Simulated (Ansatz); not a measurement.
Nb in Ansatz: the effect of functional

Crystal: Nb.

```
Nb
1.0
     0.00000    2.15648    2.15648
     2.15648    0.00000    2.15648
     2.15648    2.15648    0.00000
Nb
1
Direct
  0.00000 0.00000 0.00000
```

This isn't the form of Nb at room conditions, which is bcc.

The cell isn't the ideal one: volume scaled by 1.06.

Alike in all runs:

- Program: Ansatz 0.2.0
- Task: single point
- Potentials or basis: Ansatz PAW
- k mesh: 11 × 11 × 11
- Occupations: fermi-dirac, width 0.05 eV
- Spin: no spin polarisation

Q: One run gave: pressure -18.3 GPa. Which functional did it use?
A. LDA
B. PBEsol
C. r2SCAN

A: A.

```csv
functional,cutoff,pressure (GPa)
LDA,420 eV (not typed: the program's choice for these potentials),-18.3
PBEsol,420 eV (not typed: the program's choice for these potentials),-15.0
r2SCAN,500 eV (not typed: the program's choice for these potentials),-10.5
```

Caveats: the PAW data sets come from PBE, with cores solved anew for the run's functional, which leaves a small shift of forces and pressure.
